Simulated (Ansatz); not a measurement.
Structure from Materials Project entry mp-20483 (possibly hypothetical), not relaxed further. The listed cell was then made from it by scaling, straining or moving an atom.

Pb: DFT, LDA, all-electron LAPW, scalar-relativistic (Ansatz 0.2.0). What sets it apart from a plain run of this crystal: volume scaled by 1.03.

```yaml
crystal:
  lattice:
    - [0.0, 2.519456892, 2.519456892]
    - [2.519456892, 0.0, 2.519456892]
    - [2.519456892, 2.519456892, 0.0]
  atoms:
    - { symbol: Pb, position: [0.0, 0.0, 0.0] }
kpoints:
  mp_grid: { grid: [13, 13, 13] }
scf:
  occupations: { method: fermi_dirac, width: 0.05 }
hamiltonian:
  xc: lda
  pseudopotentials: { kind: all_electron, lapw: { basis_error: 0.001 } }
output:
  forces: true
  stress: true
  eigenvalues: true
```

Output (standing set-up lines are left out):

```
LAPW: plane waves up to 6.219 Å⁻¹, error target 1.0e-3 eV per atom; small_component_spin mean_spin; Pb in spheres of 1.782 Å, 36 of its electrons in bands, Dirac shells []
Crystal: 1 atoms, lattice volume = 31.985 Å³
Basis set: ecut = 147.33882822571027 eV, 137 PW (Γ), exchange–correlation at level 2
Space group: Fm-3m (ITA 225), of the structure as read, at distance tolerance 3.2e-5 Å
iter 1 solved again at ethr=6.54e-6 eV; its pass at ethr=1.00e-1 eV (dr2=2.35e-3 eV) is discarded
SCF iter   1: F=—  HF=-567762.737225 eV  |F-HF|=—  |Δ(HF+E_count)|=         —  Δρ=3.05e-3  dr2=2.38e-3  ethr=6.54e-6  ⟨swp⟩=3.8  Hψ=12357  notcnv=0
preconditioner: auto → Kerker (q_TF=auto, 2.783 Å⁻¹)  [metal: Δε(μ)=0.077 eV  Ē_g=19.425 eV  σ=0.050 eV  W_gap=0.34  n_scr=14 (ndim 8)  ℏωp=24.6 eV  f_vac=0.042  D(μ)=0.73/eV (n_scr^D=0)]
SCF iter   2: F=—  HF=-567762.724408 eV  |F-HF|=—  |Δ(HF+E_count)|=   1.28e-2  Δρ=1.84e-3  dr2=1.09e-3  ethr=6.54e-6  ⟨swp⟩=2.0  Hψ=5466  notcnv=0
SCF iter   3: F=—  HF=-567762.723582 eV  |F-HF|=—  |Δ(HF+E_count)|=   8.26e-4  Δρ=1.22e-3  dr2=5.45e-4  ethr=3.01e-6  ⟨swp⟩=2.0  Hψ=5461  notcnv=0
SCF iter   4: F=—  HF=-567762.723500 eV  |F-HF|=—  |Δ(HF+E_count)|=   8.17e-5  Δρ=6.85e-4  dr2=1.98e-4  ethr=1.51e-6  ⟨swp⟩=2.0  Hψ=5461  notcnv=0
SCF iter   5: F=—  HF=-567762.723522 eV  |F-HF|=—  |Δ(HF+E_count)|=   2.24e-5  Δρ=2.72e-4  dr2=3.40e-5  ethr=5.49e-7  ⟨swp⟩=2.0  Hψ=5458  notcnv=0
iter 6 solved again at ethr=1.71e-9 eV; its pass at ethr=9.43e-8 eV (dr2=6.14e-7 eV) is discarded
SCF iter   6: F=—  HF=-567762.723524 eV  |F-HF|=—  |Δ(HF+E_count)|=   1.45e-6  Δρ=4.72e-5  dr2=6.14e-7  ethr=1.71e-9  ⟨swp⟩=2.0  Hψ=9242  notcnv=0
SCF iter   7: F=-567762.723524 eV  HF=-567762.723524 eV  |F-HF|=6.75e-9  |Δ(HF+E_count)|=   1.35e-7  Δρ=1.27e-5  dr2=5.66e-8  ethr=1.71e-9  ⟨swp⟩=2.0  Hψ=5461  notcnv=0
SCF 1 converged in 7 iterations: F = -567762.723524 eV  dr2 = 5.66e-8
SCF converged after 7 iterations
Free energy (F): -567762.723524 eV
Harris-Foulkes:  -567762.723524 eV  (|F-HF|=6.75e-9)
Internal energy: -567762.717824 eV  (E = F + TS)
E sigma→0 (E₀):  -567762.720674 eV
Entropy (-TS):   -0.005700 eV (-5.700 meV/atom)
Fermi energy:    14.309444 eV
--- Per-component energies (eV) ---
  E_band       = -2245.664062
  E_kinetic    = 654430.386555
  E_xc         = -10273.599741
  E_electrostatic = -1211919.504638  (all electrons and nuclei)
  E_smearing   = -0.005700  (= −TS)
  E_closure    = 0.000000  (closes the sum)
  E_atoms      = -567758.508425  (free atoms, spherical and without spin; not in F)
  Σ components = -567762.723524   (vs F -567762.723524, Δ=0.00e0)
  Basis errors (estimates in eV, not in F): energy 2.0e-4 per atom: plane waves 2.0e-4 (9.9e-5 summed), levels above the bands 2.2e-96, relativity 1.1e-8, radial functions 2.6e-6, core shells 5.3e-10; eigenvalues (radial functions only) 1.8e-5; not estimated: angular momenta, meshes, grids; target (lapw.basis_error) 1.0e-3; muffin-tin radii Pb 1.782 Å
--- Forces (eV/Å), atoms counted from 1 ---
  atom   1  Pb    -0.00000000     0.00000000    -0.00000000
  max |Σ_I F_I| component: 6.98e-32 eV/Å
--- Stress (GPa, compression-positive) ---
       -3.909946       0.000000      -0.000000
        0.000000      -3.909946      -0.000000
       -0.000000      -0.000000      -3.909946
  P = ⅓ Tr σ = -3.9099 GPa (-39.099 kbar)
--- Band table (eV; the first three rows and the last of 84) ---
  k-point 0: bands = ["-125.3978", "-114.5365", "-114.5365", "-114.5365", "-114.5363", "-114.5363", "-114.5363", "-114.5361", "-67.0884", "-67.0884", "-67.0884", "-2.6573", "-2.6573", "-2.6573", "-2.5363", "-2.5363", "2.8364", "21.1940", "21.1940", "21.1940", "24.0830", "25.0171"]
  k-point 1: bands = ["-125.3978", "-114.5365", "-114.5365", "-114.5365", "-114.5363", "-114.5363", "-114.5363", "-114.5361", "-67.0885", "-67.0884", "-67.0884", "-2.6572", "-2.6499", "-2.6499", "-2.5367", "-2.5367", "2.9437", "19.9421", "21.0630", "21.0630", "23.7734", "25.6504"]
  k-point 2: bands = ["-125.3978", "-114.5365", "-114.5365", "-114.5365", "-114.5363", "-114.5363", "-114.5363", "-114.5361", "-67.0889", "-67.0885", "-67.0885", "-2.6578", "-2.6340", "-2.6340", "-2.5330", "-2.5330", "3.2648", "17.7187", "20.7354", "20.7354", "23.3946", "26.6810"]
  k-point 83: bands = ["-125.3978", "-114.5365", "-114.5365", "-114.5365", "-114.5363", "-114.5363", "-114.5363", "-114.5361", "-67.0901", "-67.0900", "-67.0894", "-2.6452", "-2.6260", "-2.5757", "-2.4922", "-2.3943", "7.4120", "12.6854", "13.3148", "14.8604", "24.4259", "25.6341"]
```
